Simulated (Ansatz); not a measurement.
# HfN (Pm-3m) in Ansatz: a series of runs, part 2 of 2

Ansatz 0.2.0.

**5. Projected density of states, r2SCAN+U**

Contents of input.yaml:

```yaml
crystal:
  lattice:
    - [2.82503, 0.0, 0.0]
    - [0.0, 2.82503, 0.0]
    - [0.0, 0.0, 2.82503]
  atoms:
    - { symbol: Hf, position: [0.5, 0.5, 0.5] }
    - { symbol: "N", position: [0.0, 0.0, 0.0] }
hamiltonian:
  xc: r2scan
  pseudopotentials: { kind: paw }
  hubbard: { sites: [{ species: Hf, l: d, u_eff: 3.0 }] }
kpoints:
  mp_grid: { grid: [9, 9, 9] }
scf:
  occupations: { method: fermi_dirac, width: 0.05 }
  n_extra_bands: 6
output:
  forces: true
  stress: true
  eigenvalues: true
  dos: { projected: true, de: 0.05, nscf_kmesh: { grid: [14, 14, 14] } }
  write_density: true
  write_potential: true
  elf: true
  volumetric_format: npy
```

Potentials or basis: Ansatz PAW.

Started as:

```bash
$ ansatz run input.yaml --threads 2 --pin off --max-ram 5632MiB --backend cpu --events-out ev --progress --plain --runs-dir out
```

Log:

```text
Warning: RAYON_NUM_THREADS=2 ignored (pool sized by the plan → 2); use --threads N
Hf: projections on atomic orbitals take those of the free atom [Kr 4d10] 4f14 5s2 5p6 5d2 6s2, of charge +0.00 (hamiltonian.pseudopotentials.projection_atoms); the dataset's partial waves leave at most 4.9e-5 of an orbital's norm unspanned inside its sphere
N: projections on atomic orbitals take those of the free atom [He] 2s2 2p3, of charge +0.00 (hamiltonian.pseudopotentials.projection_atoms); the dataset's partial waves leave at most 9.3e-9 of an orbital's norm unspanned inside its sphere
scf.n_extra_bands = 6 over 16 filled bands (N_el = 31.0): the run solves 22 bands
Engine: ansatz 0.2.0, x86_64-unknown-linux-gnu
Pseudopotentials: kind: paw
Pseudopotential: Hf, paw, valence charge 26, recommended cutoff 500 eV (meta_gga), Hf.paw.azcp
Pseudopotential: N, paw, valence charge 5, recommended cutoff 500 eV (meta_gga), N.paw.azcp
Functional definition: r2SCAN
  parameter k0 = 0.174
  parameter k1 = 0.065
  parameter a1 = 4.9479
  exchange = r2scan_x(k0 = k0, k1 = k1, a1 = a1)
  correlation = r2scan_c
Crystal: 2 atoms, lattice volume = 22.546 Å³
Basis set: ecut = 500 eV, 587 PW (Γ), exchange–correlation on 96×96×96 points (64 copies of the dense FFT grid, shifted against one another)
Bands: 22, of which v1, the nominal top of the filled ones, is band 16 counted from 1 (15 counted from 0)
Symmetry: 48 space group operations
Space group: Pm-3m (ITA 221), of the structure as read, at distance tolerance 2.8e-5 Å
k-points: 35 of 729
Non-local potential: Hf, projectors of the file, l = 0: 3, l = 1: 2, l = 2: 2, l = 3: 3
Non-local potential: N, projectors of the file, l = 0: 2, l = 1: 2, l = 2: 1
PAW form: soft (Blöchl's): semilocal exchange-correlation on the pseudo side does not see the compensation charge
PAW frozen core: Hf, regenerated for the run's functional (the file was generated under x = pbe(κ = 0.804, μ = 0.2195149727645171), c = pbe(β = 0.06672455060314922))
PAW frozen core: N, regenerated for the run's functional (the file was generated under x = pbe(κ = 0.804, μ = 0.2195149727645171), c = pbe(β = 0.06672455060314922))
PAW one-centre angular grid: Hf, 974 points (default); XC on 160 Gauss nodes
PAW one-centre angular grid: N, 302 points (default); XC on 160 Gauss nodes
Initial density: superposition of atomic densities (chi_scale 0.1, normalization cell, long waves kept (reshape's long-wave potential 0.00 eV rms))
Initial wavefunctions: pseudopotential atomic-orbital guess
Functional: x = r2scan, c = r2scan; τ floored in thin density (d = 2e-4 eV/Å³)
iter 1 solved again at ethr=7.43e-4 eV; its pass at ethr=3.10e-3 eV (dr2=2.30e-1 eV) is discarded
SCF iter   1: F=—  HF=-16116.156049 eV  |F-HF|=—  |Δ(HF+E_count)|=         —  Δρ=5.01e-2  dr2=2.30e-1  dr2_τ=1.33e-1  ethr=7.43e-4  ⟨swp⟩=1.2  Hψ=4275  notcnv=0
preconditioner: auto → none  [insulator: Δε(μ)=0.225 eV  Ē_g=22.226 eV  σ=0.050 eV  W_gap=0.71  n_scr=6 (ndim 8)  ℏωp=42.1 eV  f_vac=0.000  D(μ)=0.78/eV (n_scr^D=6)  ε∞_Penn≈4.6]
SCF iter   2: F=—  HF=-16116.520713 eV  |F-HF|=—  |Δ(HF+E_count)|=   3.65e-1  Δρ=2.98e-2  dr2=5.55e-2  dr2_τ=1.53e-2  ethr=7.42e-4  ⟨swp⟩=2.9  Hψ=1470  notcnv=0
SCF iter   3: F=—  HF=-16116.603053 eV  |F-HF|=—  |Δ(HF+E_count)|=   8.23e-2  Δρ=1.20e-2  dr2=3.26e-2  dr2_τ=4.75e-3  ethr=1.79e-4  ⟨swp⟩=2.0  Hψ=1242  notcnv=0  defer=25
SCF iter   4: F=—  HF=-16116.605965 eV  |F-HF|=—  |Δ(HF+E_count)|=   2.91e-3  Δρ=4.28e-3  dr2=5.26e-3  dr2_τ=6.42e-4  ethr=1.05e-4  ⟨swp⟩=2.1  Hψ=1348  notcnv=0  defer=27
SCF iter   5: F=—  HF=-16116.604587 eV  |F-HF|=—  |Δ(HF+E_count)|=   1.38e-3  Δρ=1.06e-3  dr2=2.57e-4  dr2_τ=8.62e-6  ethr=1.70e-5  ⟨swp⟩=2.4  Hψ=1277  notcnv=0  defer=27
SCF iter   6: F=—  HF=-16116.604605 eV  |F-HF|=—  |Δ(HF+E_count)|=   1.79e-5  Δρ=4.72e-4  dr2=5.97e-5  dr2_τ=5.27e-6  ethr=8.29e-7  ⟨swp⟩=2.0  Hψ=1019  notcnv=0  defer=27
SCF iter   7: F=—  HF=-16116.604604 eV  |F-HF|=—  |Δ(HF+E_count)|=   5.45e-7  Δρ=1.51e-4  dr2=5.84e-6  dr2_τ=8.46e-8  ethr=1.93e-7  ⟨swp⟩=1.9  Hψ=824  notcnv=0  defer=27
SCF iter   8: F=—  HF=-16116.604603 eV  |F-HF|=—  |Δ(HF+E_count)|=   5.24e-7  Δρ=3.15e-5  dr2=2.75e-7  dr2_τ=5.35e-9  ethr=1.88e-8  ⟨swp⟩=2.0  Hψ=920  notcnv=0  defer=27
SCF iter   9: F=-16116.604603 eV  HF=-16116.604603 eV  |F-HF|=7.70e-9  |Δ(HF+E_count)|=   3.51e-8  Δρ=6.06e-6  dr2=1.07e-8  dr2_τ=4.30e-10  ethr=3.23e-10  ⟨swp⟩=9.9  Hψ=4704  notcnv=0
SCF 1 converged in 9 iterations: F = -16116.604603 eV  dr2 = 1.07e-8
NSCF: frozen V_eff on 120 k-points
SCF converged after 9 iterations
Free energy (F): -16116.604603 eV
Harris-Foulkes:  -16116.604603 eV  (|F-HF|=7.70e-9)
Internal energy: -16116.595049 eV  (E = F + TS)
E sigma→0 (E₀):  -16116.599826 eV
Entropy (-TS):   -0.009555 eV (-4.777 meV/atom)
Fermi energy:    23.586700 eV
--- Per-component energies (eV) ---
  E_band       = 174.332233
  E_kinetic    = 557.952655
  E_local      = -4673.662218  (includes V_loc(G=0)·N_el)
  E_nonlocal   = -1203.579102
  E_hartree    = 2224.866124
  E_xc         = -344.706617
  E_vxc        = -380.010217  (∫ρ·V_xc dr)
  E_hubbard    = 2.939278  (on-site DFT+U / exact-exchange correction)
  E_vhub       = 1.736144  (the Hubbard potential's part of the band-sum identity)
  E_paw        = -7080.316808  (= ΣΔE_a)
  E_vpaw       = 1402.955255  (= ΣTr[D̂ρ^β])
  E_aug_tail   = 0.000015  (compensation charges beyond the density's cutoff)
  E_vtau       = 19.204790  (kinetic-family band-sum trace: ∫τ·v_τ [+ j·A + Jᵃ·Aᵃ] dr)
  E_ewald      = -5600.380333
  E_core_change = 0.291957  (= ΣΔE_core)
  E_smearing   = -0.009555  (= −TS)
  E_closure    = 0.000000  (closes the sum)
  Σ components = -16116.604603   (vs F -16116.604603, Δ=0.00e0)
--- Forces (eV/Å), atoms counted from 1 ---
  atom   1  Hf     0.00000000     0.00000000     0.00000000
  atom   2  N     -0.00000000    -0.00000000     0.00000000
  max |Σ_I F_I| component: 4.01e-29 eV/Å
--- Stress (GPa, compression-positive) ---
       -0.400803       0.000000       0.000000
        0.000000      -0.400803       0.000000
        0.000000       0.000000      -0.400803
  P = ⅓ Tr σ = -0.4008 GPa (-4.008 kbar)
--- Band table (eV; the first three rows and the last of 35) ---
  k-point 0: bands = ["-40.8377", "-8.3292", "-8.3292", "-8.3292", "6.3440", "10.8613", "10.8613", "10.8613", "10.8988", "10.8988", "10.8988", "10.9182", "21.1322", "21.1322", "22.2794", "22.2794", "22.2794", "27.1330", "30.5242", "30.5242", "30.5242", "42.4046"]
  k-point 1: bands = ["-40.8264", "-8.4972", "-8.3141", "-8.3141", "6.5777", "10.8565", "10.8657", "10.8657", "10.8837", "10.9044", "10.9044", "10.9160", "20.2877", "21.2515", "22.1113", "22.1113", "22.8375", "27.9532", "30.5635", "30.5635", "30.5910", "40.4930"]
  k-point 2: bands = ["-40.7937", "-8.9070", "-8.2762", "-8.2762", "7.1952", "10.8445", "10.8564", "10.8740", "10.8740", "10.9102", "10.9220", "10.9220", "18.5251", "21.5728", "21.6892", "21.6892", "24.5583", "29.5093", "30.7206", "30.7206", "30.7654", "37.8690"]
  k-point 34: bands = ["-40.5781", "-9.2024", "-9.1937", "-9.1937", "9.3176", "10.8639", "10.8651", "10.8651", "10.9293", "10.9293", "10.9326", "11.3143", "16.8897", "16.8897", "17.2183", "30.5081", "30.9542", "30.9542", "32.0280", "32.0280", "33.7045", "35.3277"]
Occupation matrices written to <dir>
```

It took 2.1 s on 2 threads of AMD EPYC 9R45 (Zen 5), shared host; peak memory 0.47 GiB.

What came out:

```yaml
Free_energy: -16116.6046 eV
Pressure: -0.4 GPa
Band_gap_on_the_k_mesh: none (metal or under the smearing width)
Density_of_states_at_the_Fermi_level: 1.07 states/eV per cell
```

Levels at points of the mesh, in eV from the Fermi level:
```tsv
k point	band 13	band 14	band 15	band 16	band 17	band 18	band 19	band 20
(0.00, 0.00, 0.00)	-2.45	-2.45	-1.31	-1.31	-1.31	3.55	6.94	6.94
```

States per cell in windows of 0.5 eV (zero at the Fermi level; states under -8 eV left out):
```tsv
from (eV)	total	Hf 5d	N 2p	Hf 6s	N 2s	Hf 5p
-8.0	0.04	0.01	0.02	0.01	0.00	0.00
-7.5	0.10	0.03	0.05	0.01	0.00	0.00
-7.0	0.19	0.06	0.10	0.02	0.00	0.00
-6.5	0.41	0.13	0.23	0.03	0.01	0.01
-6.0	0.81	0.23	0.49	0.06	0.01	0.01
-5.5	0.60	0.16	0.38	0.03	0.01	0.01
-5.0	0.45	0.12	0.30	0.01	0.01	0.01
-4.5	0.55	0.12	0.39	0.01	0.01	0.01
-4.0	0.52	0.13	0.36	0.01	0.01	0.01
-3.5	0.50	0.13	0.33	0.01	0.01	0.01
-3.0	0.51	0.14	0.34	0.01	0.01	0.00
-2.5	0.87	0.16	0.67	0.01	0.01	0.00
-2.0	0.36	0.06	0.28	0.00	0.00	0.00
-1.5	0.26	0.15	0.11	0.00	0.00	0.00
-1.0	0.33	0.27	0.06	0.00	0.00	0.00
-0.5	0.52	0.45	0.06	0.01	0.00	0.00
0.0	0.35	0.30	0.04	0.00	0.00	0.00
0.5	0.22	0.19	0.02	0.00	0.00	0.00
1.0	0.19	0.16	0.02	0.01	0.00	0.00
1.5	0.15	0.13	0.02	0.01	0.00	0.00
2.0	0.14	0.12	0.02	0.01	0.00	0.00
2.5	0.17	0.14	0.02	0.01	0.00	0.00
3.0	0.27	0.22	0.02	0.02	0.01	0.00
3.5	0.74	0.57	0.04	0.03	0.08	0.00
4.0	0.99	0.77	0.06	0.04	0.08	0.00
4.5	0.76	0.54	0.07	0.03	0.09	0.00
5.0	0.74	0.48	0.09	0.05	0.09	0.00
5.5	0.53	0.38	0.09	0.02	0.03	0.00
6.0	0.71	0.53	0.12	0.02	0.02	0.00
6.5	0.98	0.72	0.18	0.03	0.01	0.00
7.0	1.07	0.76	0.25	0.03	0.01	0.00
7.5	0.72	0.50	0.19	0.01	0.00	0.00
```

Eigenvalues of the final occupation matrices:
| site | spin | trace | eigenvalues |
| --- | --- | --- | --- |
| site 1 | 1 | 1.38 | 0.22 0.22 0.22 0.35 0.35 |

Caveat: U without spin polarisation on a metal has little footing; the PAW data sets come from PBE, with cores solved anew for the run's functional, which leaves a small shift of forces and pressure; the density of states is complete only up to the lowest level of the last band computed. Spin-orbit coupling is left out, which matters for the levels of Hf.

**6. Projected density of states, r2SCAN+U**

Edit input.yaml of step 5 so:

```diff
@@ -11,3 +11,3 @@
   pseudopotentials: { kind: paw }
-  hubbard: { sites: [{ species: Hf, l: d, u_eff: 3.0 }] }
+  hubbard: { sites: [{ species: Hf, l: d, u_eff: 4.0 }] }
 kpoints:
```

Potentials or basis: Ansatz PAW.

Started as:

```bash
$ ansatz run input.yaml --threads 2 --pin off --max-ram 5632MiB --backend cpu --events-out ev --progress --plain --runs-dir out
```

Log:

```text
Warning: RAYON_NUM_THREADS=2 ignored (pool sized by the plan → 2); use --threads N
Hf: projections on atomic orbitals take those of the free atom [Kr 4d10] 4f14 5s2 5p6 5d2 6s2, of charge +0.00 (hamiltonian.pseudopotentials.projection_atoms); the dataset's partial waves leave at most 4.9e-5 of an orbital's norm unspanned inside its sphere
N: projections on atomic orbitals take those of the free atom [He] 2s2 2p3, of charge +0.00 (hamiltonian.pseudopotentials.projection_atoms); the dataset's partial waves leave at most 9.3e-9 of an orbital's norm unspanned inside its sphere
scf.n_extra_bands = 6 over 16 filled bands (N_el = 31.0): the run solves 22 bands
Engine: ansatz 0.2.0, x86_64-unknown-linux-gnu
Pseudopotentials: kind: paw
Pseudopotential: Hf, paw, valence charge 26, recommended cutoff 500 eV (meta_gga), Hf.paw.azcp
Pseudopotential: N, paw, valence charge 5, recommended cutoff 500 eV (meta_gga), N.paw.azcp
Functional definition: r2SCAN
[... 61 lines left out ...]
--- Forces (eV/Å), atoms counted from 1 ---
  atom   1  Hf     0.00000000    -0.00000000     0.00000000
  atom   2  N     -0.00000000     0.00000000     0.00000000
  max |Σ_I F_I| component: 8.68e-30 eV/Å
--- Stress (GPa, compression-positive) ---
        1.389220       0.000000       0.000000
        0.000000       1.389220       0.000000
        0.000000       0.000000       1.389220
  P = ⅓ Tr σ = 1.3892 GPa (13.892 kbar)
--- Band table (eV; the first three rows and the last of 35) ---
  k-point 0: bands = ["-40.9015", "-8.3864", "-8.3864", "-8.3864", "6.4099", "10.7989", "10.7989", "10.7989", "10.8369", "10.8369", "10.8369", "10.8554", "21.2480", "21.2480", "22.3615", "22.3615", "22.3615", "27.1580", "30.7823", "30.7823", "30.7823", "42.4112"]
  k-point 1: bands = ["-40.8901", "-8.5531", "-8.3714", "-8.3714", "6.6443", "10.7942", "10.8033", "10.8033", "10.8219", "10.8425", "10.8425", "10.8531", "20.3845", "21.3668", "22.2044", "22.2044", "22.9274", "27.9861", "30.8118", "30.8118", "30.8487", "40.4981"]
  k-point 2: bands = ["-40.8555", "-8.9605", "-8.3335", "-8.3335", "7.2646", "10.7822", "10.7949", "10.8116", "10.8116", "10.8474", "10.8599", "10.8599", "18.6096", "21.6863", "21.8063", "21.8063", "24.6440", "29.5488", "30.9488", "30.9488", "31.0223", "37.8756"]
  k-point 34: bands = ["-40.6424", "-9.2581", "-9.2494", "-9.2494", "9.3844", "10.8016", "10.8027", "10.8027", "10.8669", "10.8669", "10.8700", "11.2916", "17.0734", "17.0734", "17.3877", "30.6193", "31.0486", "31.0486", "32.1781", "32.1781", "33.7508", "35.3374"]
Occupation matrices written to <dir>
```

dos.tsv:

```text
# E-E_F[eV]	g_bin_mean(E)[states/eV]	N(E)
# format = ansatz-dos/2
# fermi_ev = 23.596965
# fermi_mp_grid = 14 14 14
# fermi_mp_shift = 0 0 0
# nscf_kmesh_grid = 14 14 14
# nscf_kmesh_shift = 0 0 0
# tetrahedron_fermi_ev = 23.610320
# g_bin_mean(E): the states in a bin one row spacing wide, centred on E, divided by that spacing. States that the method places at a single energy (under output.dos.method: tetrahedron, those of a tetrahedron whose four corners have one energy) are counted whole in the row whose bin holds that energy (on the edge of two bins, in the lower row). The sum of g_bin_mean over a run of rows, times the row spacing, is the number of states from half a spacing under the first of them to half a spacing over the last (a plain sum, not the trapezoid rule).
-64.998458	0.000000e0	0.000000e0
-64.948458	0.000000e0	0.000000e0
-64.898458	0.000000e0	0.000000e0
-64.848458	0.000000e0	0.000000e0
-64.798458	0.000000e0	0.000000e0
-64.748458	0.000000e0	0.000000e0
[... 1680 lines left out ...]
19.301542	0.000000e0	4.400000e1
19.351542	0.000000e0	4.400000e1
```

rho_z.tsv:

```text
# z_ang	rho[e/angstrom^3]
# format = ansatz-planar-average/11
# lattice	2.825030000	0.000000000	0.000000000
# lattice	0.000000000	2.825030000	0.000000000
# lattice	0.000000000	0.000000000	2.825030000
# sites	2
# site	72	1.412515000	1.412515000	1.412515000
# site	7	0.000000000	0.000000000	0.000000000
0.000000	7.459367e-1
0.117710	7.312123e-1
0.235419	6.872658e-1
0.353129	6.238536e-1
0.470838	5.723687e-1
0.588548	5.819579e-1
[... 16 lines left out ...]
2.589611	6.872658e-1
2.707320	7.312123e-1
```

It took 2.1 s on 2 threads of AMD EPYC 9R45 (Zen 5), shared host; peak memory 0.47 GiB.

Results:

* Free energy: -16115.6288 eV
* Pressure: 1.4 GPa
* Band gap on the k mesh: none (metal or under the smearing width)
* Density of states at the Fermi level: 1.06 states/eV per cell

Levels at points of the mesh, in eV from the Fermi level:
| k point | band 12 | band 13 | band 14 | band 15 | band 16 | band 17 | band 18 | band 19 | band 20 | band 21 |
| --- | --- | --- | --- | --- | --- | --- | --- | --- | --- | --- |
| (0.00, 0.00, 0.00) | -12.84 | -2.44 | -2.44 | -1.33 | -1.33 | -1.33 | 3.47 | 7.09 | 7.09 | 7.09 |

States per cell in windows of 1 eV (zero at the Fermi level; states under -8 eV left out):
```tsv
from (eV)	total	Hf 5d	N 2p	Hf 6s	N 2s	Hf 5p
-8.0	0.12	0.03	0.06	0.02	0.00	0.00
-7.0	0.49	0.15	0.27	0.05	0.01	0.01
-6.0	1.42	0.39	0.87	0.10	0.02	0.02
-5.0	0.99	0.23	0.68	0.02	0.02	0.02
-4.0	1.04	0.26	0.71	0.02	0.02	0.01
-3.0	1.30	0.29	0.93	0.02	0.02	0.01
-2.0	0.76	0.19	0.54	0.01	0.01	0.00
-1.0	0.79	0.65	0.11	0.01	0.00	0.00
0.0	0.65	0.56	0.07	0.01	0.00	0.01
1.0	0.36	0.30	0.04	0.01	0.00	0.00
2.0	0.30	0.24	0.03	0.01	0.00	0.00
3.0	0.73	0.57	0.05	0.04	0.05	0.00
4.0	1.82	1.37	0.12	0.07	0.16	0.01
5.0	1.34	0.89	0.16	0.08	0.14	0.01
6.0	1.49	1.11	0.25	0.04	0.03	0.00
7.0	2.03	1.45	0.47	0.05	0.02	0.00
```

Eigenvalues of the final occupation matrices:
```
  site  spin  trace               eigenvalues
site 1     1   1.37  0.22 0.22 0.22 0.35 0.35
```

Caveat: U without spin polarisation on a metal has little footing; the PAW data sets come from PBE, with cores solved anew for the run's functional, which leaves a small shift of forces and pressure; the density of states is complete only up to the lowest level of the last band computed. Spin-orbit coupling is left out, which matters for the levels of Hf.

**7. The runs side by side**

| level | U | hubbard projectors | double counting | gap on the mesh (eV) | pressure (GPa) |
| --- | --- | --- | --- | --- | --- |
| r2SCAN | - | - | - | none | -5.3 |
| r2SCAN+U | Hf d U = 1 eV | ortho-atomic (the default) | fll (the default) | none | -3.7 |
| r2SCAN+U | Hf d U = 2 eV | ortho-atomic (the default) | fll (the default) | none | -2.1 |
| r2SCAN+U | Hf d U = 3 eV | ortho-atomic (the default) | fll (the default) | none | -0.4 |
| r2SCAN+U | Hf d U = 4 eV | ortho-atomic (the default) | fll (the default) | none | 1.4 |

Alike in all rows: task projected density of states; potentials or basis Ansatz PAW; no spin polarisation; cell as given; k mesh 9 × 9 × 9; cutoff (eV) 500; smearing fermi-dirac 0.05 eV.

Every run on the cell as given and a fine mesh finds a metal. The pressure there spans -5.3 GPa (r2SCAN) to 1.4 GPa (r2SCAN+U); a positive pressure means that this level wants a larger cell, a negative one a smaller.

Caveats: the PAW data sets come from PBE, with cores solved anew for the run's functional, which leaves a small shift of forces and pressure; the density of states is complete only up to the lowest level of the last band computed; U without spin polarisation on a metal has little footing (some runs).

Absolute energies hang on the potentials; compare differences alone.
